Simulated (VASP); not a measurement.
**Si in VASP 6.6.1, single-point calculation**

INCAR

```
PREC = Accurate
LWAVE = .FALSE.
IBRION = -1
GGA = PE
NSW = 0
ENCUT = 520
NBANDS = 16
ISMEAR = 0
LCHARG = .FALSE.
LASPH = .TRUE.
ALGO = Damped
TIME = 0.4
NELM = 120
LREAL = .FALSE.
EDIFF = 1E-7
SIGMA = 0.1
ISIF = 2
```

KPOINTS

```
KPOINTS created by Atomic Simulation Environment
0
Gamma
12 12 4
0 0 0
```

POSCAR

```
Si
 1.0000000000000000
     3.8321295590073570    0.0000000000000000    0.0000000000000000
    -1.9160647795036785    3.3187215486936292    0.0000000000000000
     0.0000000000000000    0.0000000000000000    6.2143925231999999
 Si
   4
Cartesian
 -0.0000000000000000  2.2124810324624193 -0.0045121855187001
  1.9160647795036783  1.1062405162312097  3.1026840760812999
 -0.0000000000000000  2.2124810324624193  2.3349093817187008
  1.9160647795036783  1.1062405162312097  5.4421056433187003
```

The recommended PBE PAW datasets give the neutral cell 16 valence electrons.

Command

```
mpirun -np 1 vasp_std
```

**Question.** Predict the outcome of this run.

**Answer.** It converged. Results: gap between bands v and c on the k mesh 0.32 eV; least direct gap on the k mesh 0.89 eV; pressure 3.2 GPa; largest force 0.02 eV/Å. Band v is the last that the valence electrons fill when counted band by band, and c is the next.

OSZICAR

```
N       E                     dE             d eps       ncg     rms           ort
DAV:   1     0.692831833839E+02    0.69283E+02   -0.66821E+03   912   0.895E+02
DAV:   2    -0.291330720657E+01   -0.72196E+02   -0.65782E+02   912   0.174E+02
DAV:   3    -0.166273446945E+02   -0.13714E+02   -0.12347E+02   912   0.685E+01
DAV:   4    -0.202881191721E+02   -0.36608E+01   -0.34089E+01   912   0.377E+01
DAV:   5    -0.213932233787E+02   -0.11051E+01   -0.10407E+01   912   0.181E+01
SDA:   6    -0.209711791398E+02    0.42204E+00   -0.42311E+00   912   0.106E+01   0.000E+00
DMP:   7    -0.213065152862E+02   -0.33534E+00   -0.25318E+00   912   0.398E+00   0.615E+00
DMP:   8    -0.214871105036E+02   -0.18060E+00   -0.89686E-01   912   0.127E+00   0.255E+00
DMP:   9    -0.215519835597E+02   -0.64873E-01   -0.39062E-01   912   0.662E-01   0.823E-01
DMP:  10    -0.215845719974E+02   -0.32588E-01   -0.23447E-01   912   0.381E-01   0.537E-01
...
DMP:  17    -0.216198477608E+02   -0.38758E-04   -0.18597E-04   912   0.326E-04   0.364E-04
DMP:  18    -0.216198592366E+02   -0.11476E-04   -0.72281E-05   912   0.146E-04   0.917E-05
DMP:  19    -0.216198641006E+02   -0.48640E-05   -0.38433E-05   912   0.747E-05   0.560E-05
DMP:  20    -0.216198669333E+02   -0.28327E-05   -0.21177E-05   912   0.361E-05   0.441E-05
DMP:  21    -0.216198685219E+02   -0.15886E-05   -0.10365E-05   912   0.157E-05   0.267E-05
DMP:  22    -0.216198693012E+02   -0.77929E-06   -0.46144E-06   912   0.648E-06   0.132E-05
DMP:  23    -0.216198696548E+02   -0.35359E-06   -0.18859E-06   912   0.248E-06   0.585E-06
DMP:  24    -0.216198698018E+02   -0.14707E-06   -0.68078E-07   912   0.840E-07   0.226E-06
DMP:  25    -0.216198698549E+02   -0.53105E-07   -0.21669E-07   912   0.262E-07   0.732E-07
   1 F= -.21619870E+02 E0= -.21619850E+02  d E =-.400681E-04
```

For comparison, a separate PBE run of the intended cell, on usual settings and not on those above, gives a gap of 0.32 eV on its mesh and a pressure of 3.2 GPa.
